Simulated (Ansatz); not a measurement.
# Al$_{3}$Ru$_{2}$: how the energy converges with the cutoff

Al$_{3}$Ru$_{2}$, P1, a = 7.434 Å, b = 7.338 Å, c = 7.377 Å, α, β, γ = 155.5°, 156.4°, 34.0°. Ansatz: r2SCAN, PAW, cutoff varied, Γ-centred 10×10×12 mesh on 5 atoms, Gaussian smearing 0.10 eV; no spin polarisation. Single points at one geometry with displaced atoms, the cutoff alone changed; ΔE is the energy at zero smearing over the run at 600 eV. The runs up to 350 eV lie under the cutoff recommended for these PAW datasets.

```tsv
cutoff (eV)	ΔE (meV/atom)
200	3765.64
250	669.60
300	95.78
350	?
500	0.87
```

Q: Assume ΔE falls exponentially with the cutoff, fit y = ln ΔE against x, the cutoff in eV, to the other rows, and predict the missing value.

A: y = 8.234, 6.507, 4.562, -0.139. Means x = 312.5, y = 4.7910; Σ(Δx)² = 51875, ΣΔxΔy = -1416; the slope is their ratio. y = 13.32 − 0.02730 x, a factor of ten per 84 eV. At 350 eV this gives ΔE = 43.16 meV/atom. The run gave 12.28, a ratio of 3.51. Between neighbouring rows the decay runs from a factor of ten per 56 eV to one per 130 eV, so one exponential is only a rough guide. The fast fall gives way to a slow tail. The reference at 600 eV isn't the complete basis: by the fit it lies 0.05 meV/atom above it, and every ΔE is lowered by that much, or by more if the decay slows beyond the rows, as it often does.

Cost: 6 runs of about 6.7 core-minutes in all, on Intel Xeon 6975P-C (Granite Rapids) (shared hosts).